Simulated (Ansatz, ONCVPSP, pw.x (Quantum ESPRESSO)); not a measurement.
pw.x on sc Cu: one setting changed

Potential: optimised norm-conserving Vanderbilt (ONCV), ONCVPSP 4.0.1.1 (patched build), PBE; core [Ar], reference 3d10 4s1; waves: 4s: rc 2.10 bohr, ncon 3, nbas 7, qcut 3.4 1/bohr, 1 projector; p scattering state at 0.33 Ha: rc 1.75 bohr, ncon 4, nbas 7, qcut 4.9 1/bohr, 2 projectors, debl 3.9 Ha; 3d: rc 1.60 bohr, ncon 4, nbas 9, qcut 9.2 1/bohr, 2 projectors, debl 1 Ha; local part: polynomial inside 1.40 bohr (lpopt 3, dvloc0 6 Ha); core correction: Teter function, fcfact 1.75, rcfact 1.7.

The reference run (k-mesh 14³, cutoffs 95/380 Ry, Fermi–Dirac 0.01 Ry, mixing_beta 0.4, conv_thr 1e-9, no spin) gives 0.44 GPa at 13.988 Å³/atom, where all-electron LAPW gives -0.32 GPa. This run, with its own iteration cap, changes degauss to 0.02.

```
&control
  calculation='scf', prefix='x', pseudo_dir='./', outdir='./tmp', tstress=.true., disk_io='none'
/
&system
  ibrav=0, nat=1, ntyp=1, ecutwfc=95, ecutrho=380, nbnd=13,
  occupations='smearing', smearing='fd', degauss=0.02
/
&electrons
  conv_thr=1e-09, mixing_beta=0.4, electron_maxstep=60
/
ATOMIC_SPECIES
Cu 1.0 Cu.UPF
CELL_PARAMETERS angstrom
  2.40945346 0.00000000 0.00000000
  0.00000000 2.40945346 0.00000000
  0.00000000 0.00000000 2.40945346
ATOMIC_POSITIONS crystal
Cu 0.0000 0.0000 0.0000
K_POINTS automatic
14 14 14 0 0 0
```

```bash
pw.x < Cu.scf.in > Cu.scf.out
```

Q: How does the run end?

A: It converges in 10 iterations; the free energy moves by -30.5 meV/atom and the pressure by +0.24 GPa. In a metal, with Fermi–Dirac smearing, F lies below its zero-width value by a term in the square of the width.

```
Message from routine setup:
     using ibrav=0 with symmetry is DISCOURAGED, use correct ibrav instead
     lattice parameter (alat)  =       4.5532  a.u.
     unit-cell volume          =      94.3957 (a.u.)^3
     number of electrons       =        11.00
     number of Kohn-Sham states=           13
     kinetic-energy cutoff     =      95.0000  Ry
     charge density cutoff     =     380.0000  Ry
     scf convergence threshold =      1.0E-09
     Exchange-correlation= PBE
     number of k points=   120  Fermi-Dirac smearing, width (Ry)=  0.0200
     iteration #  1     ecut=    95.00 Ry     beta= 0.40
     total energy              =    -101.04246172 Ry
     estimated scf accuracy    <       0.27362194 Ry
     iteration #  2     ecut=    95.00 Ry     beta= 0.40
     total energy              =    -101.12274781 Ry
     estimated scf accuracy    <       0.06784267 Ry
     iteration #  3     ecut=    95.00 Ry     beta= 0.40
     total energy              =    -101.13225086 Ry
     estimated scf accuracy    <       0.00122103 Ry
     iteration #  4     ecut=    95.00 Ry     beta= 0.40
     total energy              =    -101.13252997 Ry
     estimated scf accuracy    <       0.00206827 Ry
     iteration #  5     ecut=    95.00 Ry     beta= 0.40
     total energy              =    -101.13281613 Ry
     estimated scf accuracy    <       0.00002098 Ry
     iteration #  6     ecut=    95.00 Ry     beta= 0.40
     total energy              =    -101.13282166 Ry
     estimated scf accuracy    <       0.00000107 Ry
     iteration #  7     ecut=    95.00 Ry     beta= 0.40
     total energy              =    -101.13282214 Ry
     estimated scf accuracy    <       0.00000131 Ry
     iteration #  8     ecut=    95.00 Ry     beta= 0.40
     total energy              =    -101.13282200 Ry
     estimated scf accuracy    <       0.00000048 Ry
     iteration #  9     ecut=    95.00 Ry     beta= 0.40
     total energy              =    -101.13282207 Ry
     estimated scf accuracy    <       0.00000001 Ry
     iteration # 10     ecut=    95.00 Ry     beta= 0.40
     the Fermi energy is    10.5295 ev
!    total energy              =    -101.13282207 Ry
     estimated scf accuracy    <          1.7E-10 Ry
     smearing contrib. (-TS)   =      -0.00682655 Ry
     The total energy is F=E-TS. E is the sum of the following terms:
     one-electron contribution =     -25.11951546 Ry
     hartree contribution      =      26.72346826 Ry
     xc contribution           =     -27.32969004 Ry
     ewald contribution        =     -75.40025827 Ry
     convergence has been achieved in  10 iterations
          total   stress  (Ry/bohr**3)                   (kbar)     P=        6.82
     Message from routine punch:
     Nothing written, as per user request (disk_io='none')
```

The run took about 47 s on one core of a shared host (Neoverse-N1, 64 threads, 124 GiB, load 60).
